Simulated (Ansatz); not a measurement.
The system is Sn.

```
CELL_PARAMETERS angstrom
-1.66644 1.70779 2.18280
1.79387 -1.85892 2.39165
1.69371 1.88544 -2.29756
ATOMIC_POSITIONS crystal
Sn 0.00000 0.00000 0.00000
```

This isn't the form of Sn at room conditions, which is tetragonal (white tin).

The cell isn't the ideal one: cell sheared at random, sigma 0.06, atoms nudged by 0.01 Å.

```yaml
Program: Ansatz 0.2.0
Task: relaxation of cell and atoms
Functional: revPBE
Dispersion: D4
Potentials_or_basis: Ansatz PAW
Cutoff: "420 eV (not typed: the program's choice for these potentials)"
k_mesh: 10 × 9 × 10
Occupations: fermi-dirac, width 0.05 eV
Spin: no spin polarisation
```

At the start: volume 28.61 Å³/atom.

Task: How do energy, volume and symmetry change on relaxing?

Result: It ends after 8 steps and the volume is 26.49 Å³/atom (-7.4 %); space group Fmmm (No. 69, to 0.05 Å).

Step by step:
```csv
step,energy change (eV),largest force (eV/Å),volume (Å³)
1,0.0000,0.0000,28.61
2,-0.0348,0.0000,26.70
3,-0.0382,0.0000,26.02
4,-0.0401,0.0000,26.56
5,-0.0421,0.0000,26.47
6,-0.0422,0.0000,26.50
7,-0.0422,0.0000,26.49
8,-0.0419,0.0000,26.49
```

Final structure:
```yaml
crystal:
  lattice:
    - [-1.67700, 1.70164, 2.22232]
    - [1.69262, -1.68291, 2.21649]
    - [1.75700, 1.76065, -2.20671]
  atoms:
    - { symbol: Sn, position: [0.00000, 0.00000, 0.00000] }
```

Caveat: the plane-wave basis is chosen anew once the cell has moved, so the energies of steps on either side of that aren't comparable; pairwise dispersion overbinds metals, which lowers pressure and volume; the PAW data sets come from PBE, with cores solved anew for the run's functional, which leaves a small shift of forces and pressure.
